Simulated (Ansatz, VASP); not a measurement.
**Ti: VASP beside Ansatz**

INCAR

```
SYSTEM = Ti
ALGO     = Fast           ! electronic algorithm
EDIFF    = 1E-6           ! SCF threshold, eV
ENCUT    = 520            ! plane-wave cutoff, eV
GGA      = PS             ! functional
ISIF     = 2              ! what is computed and relaxed
ISMEAR   = 0              ! smearing method
LASPH    = .True.         ! aspherical terms in the spheres
LCHARG   = .True.         ! write CHGCAR
LELF     = .True.         ! ELF
LREAL    = .False.        ! projectors in reciprocal space
LVHAR    = .True.       
LWAVE    = .False.        ! write WAVECAR
NBANDS   = 12             ! bands
NELM     = 60             ! most SCF steps
PREC     = Accurate       ! precision mode
SIGMA    = 0.15           ! smearing width, eV
```

Contents of KPOINTS:

```
k-points
0
Gamma
  20 20 20
  0 0 0
```

File POSCAR:

```
Ti
1.0
   -1.7226735327      1.7226735327      1.5247028984
    1.7226735327     -1.7226735327      1.5247028984
    1.4872273061      1.4872273061     -1.5247028984
Ti
1
Direct
    0.0000000000      0.0000000000      0.0000000000
```

Input for Ansatz:

```yaml
crystal:
  lattice:
    - [-1.7226735327, 1.7226735327, 1.5247028984]
    - [1.7226735327, -1.7226735327, 1.5247028984]
    - [1.4872273061, 1.4872273061, -1.5247028984]
  atoms:
    - { symbol: Ti, position: [0.0, 0.0, 0.0] }
basis:
  ecutwfc: 520.0
kpoints:
  mp_grid: { grid: [20, 20, 20] }
hamiltonian:
  xc: pbesol
  pseudopotentials: { kind: paw, azcp: { folder: soft_1 } }
scf:
  occupations: { method: gaussian, width: 0.15 }
output:
  forces: true
  stress: true
  eigenvalues: true
```

Change from the starting cell: engineering shear strain xy -0.1467, normal strain along z -0.0500.

Alike in both runs: task single point; functional PBEsol; k mesh 20 × 20 × 20; occupations gaussian, width 0.15 eV; no spin polarisation.

|  | VASP | Ansatz |
| --- | --- | --- |
| version | VASP 6.6.1 | Ansatz 0.2.0 |
| potentials or method | VASP PAW PBE potentials, release 64 (Ti_sv) | scalar-relativistic, plane waves, PAW |
| plane-wave cutoff (eV) | 520 | 520 |
| valence electrons in the cell | 12 | 12 |

|  | VASP | Ansatz | Ansatz less VASP |
| --- | --- | --- | --- |
| gap on the k mesh at the Fermi level (eV) | none | none | - |
| pressure (GPa) | 6.4 | 6.7 | +0.24 |
| largest component of the traceless stress (GPa) | 5.14 | 5.13 | -0.009 |

A gap of «none» marks a metal or a gap that the smearing closes. The functional is the same, so the differences come from potentials, cutoffs and numerics. Ansatz warned: «pseudo_functional_mismatch».

Caveats: the PAW data sets were made with another functional, which shifts forces and pressure a little (VASP).
